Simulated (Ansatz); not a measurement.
CaF2 (Fluorite) under changes of volume

One of the cells (13.579 Å³/atom); the others are scaled copies at fixed shape and fractional positions:

```xyz
3
Lattice="0.0000 2.7310 2.7310 2.7310 0.0000 2.7310 2.7310 2.7310 0.0000" Properties=species:S:1:pos:R:3 pbc="T T T"
Ca    0.0000    0.0000    0.0000
F     4.0965    4.0965    4.0965
F     1.3655    1.3655    1.3655
```

- Program: Ansatz 0.2.0
- Functional: PBE
- Potentials or basis: JTH PAW
- Cutoff: 1500 eV (not typed: the program's choice for these potentials)
- k mesh: 8 × 8 × 8
- Occupations: fermi-dirac, width 0.05 eV
- Spin: no spin polarisation

```csv
volume (Å³/atom),energy over the lowest point (meV/atom),pressure (GPa),gap on the mesh (eV)
12.764,28.04,8.3,7.67
13.036,15.90,6.0,7.54
13.308,7.42,4.0,7.41
13.579,2.23,2.2,7.29
13.851,0.00,0.5,7.17
14.122,?,?,?
14.394,3.23,-2.3,6.95
```

Problem. What does the run at 14.122 Å³/atom give?

Solution. Energy over the lowest point 0.42 meV/atom; pressure -1.0 GPa; gap on the mesh 7.06 eV.

Worked out: A Birch-Murnaghan fit of order 3 (a polynomial in V^(-2/3)) to the other rows has its minimum at 13.94 Å³/atom with B0 = V·E''(V) = 78 GPa and B' = 4.4. It gives 0.41 meV/atom at 14.122 Å³/atom, against the run's 0.42, and -dE/dV = -1.0 GPa, against -1.0. A straight line through the other rows of the gap, of slope -6 eV per unit of ln V, gives 7.06 eV, against the run's 7.06.

Energies are extrapolated to zero smearing.

A mesh can miss the band edges.
